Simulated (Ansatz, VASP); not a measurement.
NiSb: VASP beside Ansatz

Contents of INCAR:

```
  ALGO = Normal
  EDIFF = 1E-6
  EDIFFG = -0.01
  ENCUT = 600
  GGA = PE
  IBRION = 2
  ISIF = 4
  ISMEAR = 0
  LASPH = T
  LCHARG = F
  LREAL = F
  LWAVE = F
  NELM = 100
  NSW = 50
  PREC = Accurate
  SIGMA = 0.1
```

File KPOINTS:

```
k-points
0
Gamma
  12 12 8
```

The input POSCAR:

```
NiSb
1.0
    4.0536356792      0.0000000000      0.0000000000
   -2.0268178396      3.5105514759      0.0000000000
    0.0000000000      0.0000000000      5.2579892910
Ni Sb
2 2
Direct
    0.0000000000      0.0000000000      0.0000000000
    0.0000000000      0.0000000000      0.5000000000
    0.3333333333      0.6666666667      0.2500000000
    0.6666666667      0.3333333333      0.7500000000
```

Input for Ansatz:

```yaml
crystal:
  lattice:
    - [4.0536356792, 0.0, 0.0]
    - [-2.0268178396, 3.5105514759, 0.0]
    - [0.0, 0.0, 5.257989291]
  atoms:
    - { symbol: Ni, position: [0.0, 0.0, 0.0] }
    - { symbol: Ni, position: [0.0, 0.0, 0.5] }
    - { symbol: Sb, position: [0.3333333333, 0.6666666667, 0.25] }
    - { symbol: Sb, position: [0.6666666667, 0.3333333333, 0.75] }
basis:
  ecutwfc: 420
kpoints:
  mp_grid: { grid: [12, 12, 8] }
hamiltonian:
  xc: pbe
scf:
  occupations: { method: gaussian, width: 0.1 }
output:
  forces: true
  stress: true
  eigenvalues: true
relax:
  adjacent_minimum: "off"
  f_tol: 0.01
  max_steps: 30
  cell: { stress_tol: 0.1, fix: [volume] }
```

Alike in both runs: task relaxation of shape and atoms at fixed volume; functional PBE; k mesh 12 × 12 × 8; occupations gaussian, width 0.1 eV; no spin polarisation.

|  | VASP | Ansatz |
| --- | --- | --- |
| version | VASP 6.6.1 | Ansatz 0.2.0 |
| potentials or method | VASP PAW PBE potentials, release 64 (Ni, Sb) | scalar-relativistic, plane waves, PAW |
| plane-wave cutoff (eV) | 600 | 420 |
| valence electrons in the cell | 30 | 66 |

|  | VASP | Ansatz | Ansatz less VASP |
| --- | --- | --- | --- |
| gap on the k mesh at the Fermi level, each at its own relaxed structure (eV) | none | none | - |
| relaxed volume (Å³/atom) | 18.71 | 18.71 | 0.000 |
| relaxed cell length with the largest relative difference (Å) | 5.262 | 5.258 | -0.0043 |

A gap of «none» marks a metal or a gap that the smearing closes. The two sets of potentials don't hold the same shells in valence.

Spin-orbit coupling is left out, which matters for the levels of Sb. Spin polarisation is off, so any magnetic state and its effect on volume and gap are missing.
